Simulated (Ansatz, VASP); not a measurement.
KI: VASP beside Ansatz

INCAR

```
  PREC = Accurate
  ENCUT = 520
  EDIFF = 1E-7
  ISMEAR = -1
  SIGMA = 0.05
  LREAL = False
  LASPH = True
  NELM = 80
  ALGO = Normal
  ISIF = 2
  LWAVE = False
  LCHARG = False
  NBANDS = 15
```

KPOINTS

```
Automatic mesh
0
Gamma
  7 7 7
```

The input POSCAR:

```
KI
1.0
    0.0000000000      3.5327750000      3.5327750000
    3.5327750000      0.0000000000      3.5327750000
    3.5327750000      3.5327750000      0.0000000000
I K
1 1
Direct
    0.5000000000      0.5000000000      0.5000000000
    0.0000000000      0.0000000000      0.0000000000
```

Contents of input.yaml:

```yaml
crystal:
  lattice:
    - [0.0, 3.532775, 3.532775]
    - [3.532775, 0.0, 3.532775]
    - [3.532775, 3.532775, 0.0]
  atoms:
    - { symbol: I, position: [0.5, 0.5, 0.5] }
    - { symbol: K, position: [0.0, 0.0, 0.0] }
kpoints:
  mp_grid: { grid: [7, 7, 7] }
  band_path:
    path:
      - [0.0, 0.0, 0.0]
      - [0.5, 0.0, 0.5]
      - [0.5, 0.25, 0.75]
      - [0.375, 0.375, 0.75]
      - [0.0, 0.0, 0.0]
      - [0.5, 0.5, 0.5]
      - [0.625, 0.25, 0.625]
      - [0.5, 0.25, 0.75]
    npoints: 12
scf:
  occupations: { method: fermi_dirac, width: 0.05 }
hamiltonian:
  xc: lda
  pseudopotentials: { kind: all_electron, lapw: { basis_error: 0.001 } }
output:
  forces: true
  stress: true
  eigenvalues: true
```

Alike in both runs: functional LDA; k mesh 7 × 7 × 7; occupations fermi-dirac, width 0.05 eV; no spin polarisation.

|  | VASP | Ansatz |
| --- | --- | --- |
| version | VASP 6.6.1 | Ansatz 0.2.0 |
| potentials or method | VASP PAW LDA potentials, release 64 (I, K_sv) | all-electron LAPW, scalar-relativistic |
| plane-wave cutoff (eV) | 520 | see its input |
| task | single point | band structure |

Ansatz gave:

* gap on the k mesh at the Fermi level (eV): 3.60
* least direct gap on the mesh (eV): 3.60
* pressure (GPa): -1.3

Which values does VASP return?

gap on the k mesh at the Fermi level (eV): 3.62; least direct gap on the mesh (eV): 3.62; pressure (GPa): -1.3.

Ansatz ran all-electron here, so the differences hold the error of VASP's frozen core and of both bases.

Caveats: spin-orbit coupling is left out, which moves the levels of the heavy elements.
